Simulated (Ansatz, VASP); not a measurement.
**B in VASP and in Ansatz**

File POSCAR:

```
B
1.0
    1.8852400000      0.0000000000      0.0000000000
    0.0000000000      1.8852400000      0.0000000000
    0.0000000000      0.0000000000      1.8852400000
B
1
Direct
    0.5000000000      0.5000000000      0.5000000000
```

Contents of INCAR.step1:

```
PREC = Accurate
ENCUT = 520
EDIFF = 1E-5
ISMEAR = -1
SIGMA = 0.05
LREAL = F
LASPH = T
NELM = 100
ALGO = Normal
ISIF = 2
LWAVE = T
LCHARG = F
GGA = PE
```

INCAR.step2

```
PREC = Accurate
ENCUT = 520
EDIFF = 1E-7
ISMEAR = -1
SIGMA = 0.05
LREAL = F
LASPH = T
NELM = 100
ALGO = Normal
ISIF = 2
LWAVE = F
LCHARG = F
GGA = PE
LHFCALC = T
HFSCREEN = 0.1
AEXX = 0.25
PRECFOCK = Fast
ISTART = 1
```

Contents of KPOINTS:

```
regular mesh
0
Gamma
  7 7 7
```

The input input.yaml:

```yaml
crystal:
  lattice:
    - [1.88524, 0.0, 0.0]
    - [0.0, 1.88524, 0.0]
    - [0.0, 0.0, 1.88524]
  atoms:
    - { symbol: B, position: [0.5, 0.5, 0.5] }
hamiltonian:
  xc: { exchange: pbe, correlation: pbe, exx: { coeff: 0.25, omega: 0.1 } }
  pseudopotentials: { kind: paw }
kpoints:
  mp_grid: { grid: [7, 7, 7] }
scf:
  occupations: { method: fermi_dirac, width: 0.05 }
output:
  forces: true
  stress: true
  eigenvalues: true
```

The cell was built by a generator and needn't be a form met in nature.

Alike in both runs: task single point; functional HSE(alpha, omega); k mesh 7 × 7 × 7; occupations fermi-dirac, width 0.05 eV; no spin polarisation.

```csv
,VASP,Ansatz
version,VASP 6.6.1,Ansatz 0.2.0
potentials or method,"VASP PAW PBE potentials, release 64 (B)",Ansatz PAW
plane-wave cutoff (eV),520,420
valence electrons in the cell,3,3
```

```tsv
	VASP	Ansatz	Ansatz less VASP
gap on the k mesh at the Fermi level (eV)	none	none	-
pressure (GPa)	-5.0	-4.8	+0.20
```

A gap of «none» marks a metal or a gap that the smearing closes. The functional is the same, so the differences come from potentials, cutoffs and numerics.

Caveats: the k mesh is coarse (spacing up to 0.48 Å⁻¹), so the values aren't converged, least of all with exact exchange; the PAW data sets were made with another functional, which shifts forces and pressure a little (VASP); the PAW data sets come from PBE, with cores solved anew for the run's functional, which leaves a small shift of forces and pressure (Ansatz); the thresholds are loose for stress (Ansatz).
